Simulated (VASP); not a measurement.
# AlCu (Pm-3m) in VASP: a series of runs

The runs below take AlCu through single point, with r2SCAN.

All numbers are computed with VASP 6.6.1; they aren't measurements. Logs are shortened: lines on timing, memory, paths and dates and some standing lists are left out, and cuts for length are marked.

## 1. The crystal as given

The structure is cubic, space group Pm-3m (No. 221). The conventional cell has a = 2.998 Å, b = 2.998 Å, c = 2.998 Å, α = 90.00°, β = 90.00°, γ = 90.00°. Around Cu (site symmetry m-3m) lie 8 Al at 2.60 Å. Al (site symmetry m-3m) has 8 Cu at 2.60 Å as nearest neighbours.

The cell comes from a database or a generator and needn't be the stable form of this composition.

## 2. Single point, r2SCAN

INCAR

```
PREC = Accurate
ENCUT = 520
EDIFF = 1E-6
ISMEAR = -1
SIGMA = 0.1
LREAL = Auto
LASPH = True
NELM = 100
ALGO = Normal
ISIF = 2
LWAVE = False
LCHARG = False
METAGGA = R2SCAN
LMIXTAU = True
ADDGRID = False
```

KPOINTS

```
Automatic mesh
0
Gamma
  16 16 16
```

POSCAR

```
AlCu
1.0
    2.9975090000      0.0000000000      0.0000000000
    0.0000000000      2.9975090000      0.0000000000
    0.0000000000      0.0000000000      2.9975090000
Cu Al
1 1
Direct
    0.5000000000      0.5000000000      0.5000000000
    0.0000000000      0.0000000000      0.0000000000
```

Potentials or basis: VASP PAW PBE potentials, release 64 (Cu, Al).

Started as:

```
$ cat potpaw_PBE.64/Cu/POTCAR potpaw_PBE.64/Al/POTCAR > POTCAR
$ mpirun -np 1 vasp_std > vasp.out
```

OUTCAR:

```text
PREC = Accurate
   ENCUT = 520
   EDIFF = 1E-6
   ISMEAR = -1
   LREAL = Auto
   LASPH = True
   NELM = 100
   ISIF = 2
   METAGGA = R2SCAN

 Found    165 irreducible k-points:

 Following reciprocal coordinates:
            Coordinates               Weight
  0.000000  0.000000  0.000000      1.000000
  0.062500  0.000000  0.000000      6.000000
  0.125000  0.000000  0.000000      6.000000
  0.187500  0.000000  0.000000      6.000000
  0.250000  0.000000  0.000000      6.000000
  0.312500  0.000000  0.000000      6.000000
   k-points           NKPTS =    165   k-points in BZ     NKDIM =    165   number of bands    NBANDS=     11
   number of dos      NEDOS =    301   number of ions     NIONS =      2
   total plane-waves  NPLWV =  13824
   dimension x,y,z NGX =    24 NGY =   24 NGZ =   24
   dimension x,y,z NGXF=    48 NGYF=   48 NGZF=   48
   ions per type =               1   1
   NGX,Y,Z   is equivalent  to a cutoff of  13.31, 13.31, 13.31 a.u.
   NGXF,Y,Z  is equivalent  to a cutoff of  26.62, 26.62, 26.62 a.u.
 SYSTEM =  unknown system
   PREC   = accura    normal or accurate (medium, high low for compatibility)
   ISTART =      0    job   : 0-new  1-cont  2-samecut
   ICHARG =      2    charge: 1-file 2-atom 10-const
   ISPIN  =      1    spin polarized calculation?
   LNONCOLLINEAR =      F non collinear calculations
   LSORBIT =      F    spin-orbit coupling
   LASPH  =      T    aspherical Exc in radial PAW
   ENCUT  =  520.0 eV  38.22 Ry    6.18 a.u.   5.57  5.57  5.57*2*pi/ulx,y,z
   NELM   =    100;   NELMIN=  2; NELMDL= -5     # of ELM steps
   EDIFF  = 0.1E-05   stopping-criterion for ELM
   LREAL  =      T    real-space projection
   EDIFFG = 0.1E-04   stopping-criterion for IOM
   NSW    =      0    number of steps for IOM
   IBRION =     -1    ionic relax: 0-MD 1-quasi-New 2-CG
   NFREE  =      0    steps in history (QN), initial steepest desc. (CG)
   ISIF   =      2    stress and relaxation
   ISYM   =      2    0-nonsym 1-usesym 2-fastsym
   POTIM  = 0.5000    time-step for ionic-motion
   TEBEG  =    0.0;   TEEND  =   0.0 temperature during run
   PSTRESS=    0.0 pullay stress
   NELECT =      14.0000    total number of electrons
   NUPDOWN=      -1.0000    fix difference up-down
   EMIN   =  10.00;   EMAX   =-10.00  energy-range for DOS
   EFERMI =   0.00;   METHOD = LEGACY
   ISMEAR =    -1;   SIGMA  =   0.10  broadening in eV -4-tet -1-fermi 0-gaus
   EFERMI_NEDOS =   21; number of points for ismear=-14 and -15
   IALGO  =     38    algorithm
   IMIX   =      4    mixing-type and parameters
     AMIX     =   0.40;   BMIX     =  1.00
     AMIX_MAG =   1.60;   BMIX_MAG =  1.00
  volume/ion in A,a.u.               =      13.47        90.88
  Fermi-wavevector in a.u.,A,eV,Ry     =   1.316306  2.487459 23.574307  1.732663
  Thomas-Fermi vector in A             =   2.446428
   LORBIT       =      0    0 simple, 1 ext, 2 COOP (PROOUT), +10 PAW based schemes
   METAGGA = R2SCAN    functional components
   LHFCALC =     F    Hartree Fock is set to
   AEXX    =    0.0000 exact exchange contribution
   IVDW    =     0    specifies the selected vdW correction
   LEPSILON=     F    determine dielectric tensor
   LRPA    =     F    only Hartree local field effects (RPA)
 non-spin polarized calculation
  energy-cutoff  :      520.00
  volume of cell :       26.93
 maximum number of plane-waves:       743
 NGX is ok and might be reduce to    24
   NGX = 11   NGY = 11   NGZ = 11

 number of electron      14.0000020 magnetization

 Free energy of the ion-electron system (eV)
  ---------------------------------------------------
  ext. energy  EPLUGINS =         0.00000000
  ---------------------------------------------------
  free energy    TOTEN  =       -17.89563429 eV

  energy without entropy =      -17.87662669  energy(sigma->0) =      -17.88613049

 E-fermi :   9.0456     XC(G=0): -12.4256

 val. band max:        9.0149780203   @ k =   0.4375   0.3750   0.0625
 cond. band min:       9.0482444633   @ k =   0.4375   0.4375   0.2500
 fundamental gap:      0.0332664430
 Fermi energy:         9.0456420990

 k-point     1 :       0.0000    0.0000    0.0000
  band No.  band energies     occupation
      1      -3.0994      2.00000
      2       3.9024      2.00000
      3       3.9024      2.00000
      4       4.9929      2.00000
      5       4.9929      2.00000
      6       4.9929      2.00000
      7      13.1221      0.00000
      8      13.1221      0.00000
      9      13.1221      0.00000
     10      15.4821      0.00000
     11      15.4821      0.00000

 k-point     2 :       0.0625    0.0000    0.0000
  band No.  band energies     occupation
      1      -3.0297      2.00000
      2       3.9048      2.00000
      3       3.9129      2.00000
      4       4.9738      2.00000
      5       4.9738      2.00000
      6       4.9949      2.00000
      7      12.2178      0.00000
      8      13.2061      0.00000
      9      13.2061      0.00000
     10      15.5085      0.00000
     11      16.2784      0.00000

 k-point     3 :       0.1250    0.0000    0.0000
  band No.  band energies     occupation
      1      -2.8211      2.00000
      2       3.9048      2.00000
      3       3.9429      2.00000
      4       4.9204      2.00000
      5       4.9204      2.00000
      6       5.0008      2.00000
      7      10.7042      0.00000
      8      13.4545      0.00000
      9      13.4545      0.00000
     10      15.5869      0.00000
     11      17.3923      0.00000

 k-point     4 :       0.1875    0.0000    0.0000
  band No.  band energies     occupation
      1      -2.4754      2.00000
      2       3.8768      2.00000
      3       3.9883      2.00000
      4       4.8431      2.00000
      5       4.8431      2.00000
      6       5.0096      2.00000
      7       9.1934      0.37158
      8      13.8576      0.00000
      9      13.8576      0.00000
     10      15.7149      0.00000
     11      18.2181      0.00000

 k-point     5 :       0.2500    0.0000    0.0000
  band No.  band energies     occupation
      1      -1.9961      2.00000
      2       3.7647      2.00000
      3       4.0424      2.00000
      4       4.7555      2.00000
      5       4.7555      2.00000
      6       5.0199      2.00000
      7       7.8378      1.99999
      8      14.4026      0.00000
      9      14.4026      0.00000
     10      15.8859      0.00000
     11      18.8658      0.00000

 k-point     6 :       0.3125    0.0000    0.0000
  band No.  band energies     occupation
      1      -1.3885      2.00000
      2       3.4633      2.00000
      3       4.0971      2.00000
      4       4.6715      2.00000
      5       4.6715      2.00000
      6       5.0303      2.00000
      7       6.7671      2.00000
      8      15.0763      0.00000
      9      15.0763      0.00000
     10      16.0856      0.00000
     11      19.4916      0.00000

 [... further k-points ...]

------------------------ aborting loop because EDIFF is reached ----------------------------------------

  FORCE on cell =-STRESS in cart. coord.  units (eV):
  Direction    XX          YY          ZZ          XY          YZ          ZX
  --------------------------------------------------------------------------------------
  -------------------------------------------------------------------------------------
  Total       -0.7999680     -0.7999680     -0.7999680      0.0000000      0.0000000     -0.0000000
  in kB      -47.5884681    -47.5884681    -47.5884681      0.0000000      0.0000000     -0.0000000
  external PRESSURE =     -47.5884681 kB  Pullay stress =       0.0000000 kB

 VOLUME and BASIS-vectors are now :
 -----------------------------------------------------------------------------
  energy-cutoff  :      520.00
  volume of cell :       26.93
      direct lattice vectors                 reciprocal lattice vectors
     2.997509000  0.000000000  0.000000000     0.333610341  0.000000000  0.000000000
     0.000000000  2.997509000  0.000000000     0.000000000  0.333610341  0.000000000
     0.000000000  0.000000000  2.997509000     0.000000000  0.000000000  0.333610341

 POSITION                                       TOTAL-FORCE (eV/Angst)
 -----------------------------------------------------------------------------------
      1.49875      1.49875      1.49875         0.000000      0.000000      0.000000
      0.00000      0.00000      0.00000         0.000000      0.000000      0.000000
 -----------------------------------------------------------------------------------
    total drift:                                0.000000      0.000000     -0.000000

  FREE ENERGIE OF THE ION-ELECTRON SYSTEM (eV)
  ---------------------------------------------------
  free  energy   TOTEN  =       -17.8956342859 eV

  energy  without entropy=      -17.8766266863  energy(sigma->0) =      -17.88613049
```

It took 87 s on 1 thread of Intel Xeon 6975P-C (Granite Rapids), shared host; peak memory 0.16 GiB.

The run converged, but some of its settings lie outside the range that counts as converged, so its numbers aren't taken as properties of the crystal.

What came out:

* Free energy: -17.8956 eV
* Pressure: -4.8 GPa
* Band gap on the k mesh: none (metal or under the smearing width)

Caveat: the PAW data sets were made with another functional, which shifts forces and pressure a little.

## 3. Single point, r2SCAN

Changes to INCAR since step 2:

```diff
@@ -2,6 +2,6 @@
 ENCUT = 520
-EDIFF = 1E-6
+EDIFF = 1E-4
 ISMEAR = -1
 SIGMA = 0.1
-LREAL = Auto
+LREAL = False
 LASPH = True
```

KPOINTS is that of step 2.

POSCAR is that of step 2.

Potentials or basis: VASP PAW PBE potentials, release 64 (Cu, Al).

Started as:

```
$ cat potpaw_PBE.64/Cu/POTCAR potpaw_PBE.64/Al/POTCAR > POTCAR
$ mpirun -np 1 vasp_std > vasp.out
```

Wall time 53 s (1 thread of Intel Xeon 6975P-C (Granite Rapids), shared host); peak memory 0.17 GiB.

The run converged, but some of its settings lie outside the range that counts as converged, so its numbers aren't taken as properties of the crystal.

Results:

```yaml
Free_energy: -17.8952 eV
Pressure: -4.8 GPa
Band_gap_on_the_k_mesh: none (metal or under the smearing width)
```

Caveat: the PAW data sets were made with another functional, which shifts forces and pressure a little.
